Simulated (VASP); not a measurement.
# NaCl: single point with LDA

Crystal: NaCl.

```xyz
4
Lattice="3.8991 0.0000 0.0000 0.0000 3.8991 0.0000 0.0000 0.0000 5.4448" Properties=species:S:1:pos:R:3 pbc="T T T"
Na    0.0000    0.0000    0.0000
Na    1.9495    1.9495    2.7224
Cl    1.9495    1.9495    0.0000
Cl    0.0000    0.0000    2.7224
```

The cell was built by a generator and isn't the measured one.

```
Program             : VASP 6.6.1
Task                : single point
Functional          : LDA
Potentials or basis : VASP PAW LDA potentials, release 64 (Na_pv, Cl)
Cutoff              : 520 eV
k mesh              : 6 × 6 × 4
Occupations         : gaussian, width 0.02 eV
Spin                : no spin polarisation
```

The pressure is -0.4 GPa. The band gap on the k mesh is 5.02 eV.

Stress tensor (GPa, compression positive):
```
-0.68  0.00  0.00
 0.00 -0.68  0.00
 0.00  0.00  0.02
```

Levels at points of the mesh, in eV from the valence-band top:
| k point | band 10 | band 11 | band 12 | band 13 | band 14 | band 15 | band 16 | band 17 | band 18 | band 19 |
| --- | --- | --- | --- | --- | --- | --- | --- | --- | --- | --- |
| (0.00, 0.00, 0.00) | -0.73 | -0.73 | -0.01 | 0.00 | 0.00 | 5.02 | 7.39 | 7.62 | 10.88 | 10.88 |
| (0.50, 0.00, 0.00) | -1.71 | -0.96 | -0.96 | -0.34 | -0.34 | 8.20 | 8.20 | 9.59 | 9.59 | 9.95 |
| (0.50, 0.50, 0.00) | -1.98 | -0.72 | -0.72 | -0.68 | -0.68 | 7.40 | 7.40 | 7.67 | 7.67 | 11.47 |
| (0.00, 0.00, 0.50) | -1.29 | -0.39 | -0.39 | -0.39 | -0.39 | 7.14 | 7.14 | 8.76 | 8.76 | 10.88 |
| (0.50, 0.00, 0.50) | -2.29 | -0.34 | -0.34 | -0.32 | -0.32 | 7.03 | 7.03 | 10.79 | 10.79 | 10.92 |
| (0.50, 0.50, 0.50) | -1.41 | -1.41 | -1.41 | -0.94 | -0.94 | 8.85 | 8.85 | 9.59 | 9.59 | 9.59 |

Run time: 14 s on 1 thread of Intel(R) Xeon(R) 6975P-C (Granite Rapids), with other jobs on the host, peak memory 0.17 GiB.

As with any semilocal functional, this LDA gap is likely too small.
